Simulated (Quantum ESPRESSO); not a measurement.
Runs of Quantum ESPRESSO 7.5 on KMgF3. Symmetry: Pm-3m, No. 221, cubic system. The conventional cell has a = 3.986 Å, b = 3.986 Å, c = 3.986 Å, α = 90.00°, β = 90.00°, γ = 90.00°. Around K (site symmetry m-3m) lie 12 F at 2.82 Å. Around Mg (site symmetry m-3m) lie 6 F at 1.99 Å. F (site symmetry 4/mmm) has 2 Mg at 1.99 Å as nearest neighbours. 

| level | potentials or basis | k mesh | cutoff (eV) | SCF threshold | form of the LDA correlation | symmetry | gap on the mesh (eV) | pressure (GPa) |
| --- | --- | --- | --- | --- | --- | --- | --- | --- |
| PBEsol | GBRV 1.5 PBEsol | 7 × 7 × 7 | 612 | 1e-09 Ry | - | - | 7.17 | 0.1 |
| PBE | SSSP 1.3 efficiency PBE | 7 × 7 × 7 | 816 | 1e-09 Ry | - | - | (a) | 3.6 |
| LDA | GBRV 1.5 LDA | 7 × 7 × 7 | 612 | 1e-09 Ry | PZ81 | - | 6.99 | (b) |
| r2SCAN | SG15 PBE 1.2 | 5 × 5 × 5 | 1197 | 1e-08 Ry | - | off | (c) | -0.4 |

Alike in all rows: task band structure; no spin polarisation; cell as given; smearing fermi-dirac 0.05 eV.

**Question.** Estimate the missing entries.

**Answer.** (a) 7.34; (b) -4.6; (c) 8.31.

Caveats: some levels on the path didn't converge (some runs); the potentials were made for another functional, which shifts forces and pressure (some runs).

A k mesh can miss the band edges.

The runs don't all hold the same shells in valence.
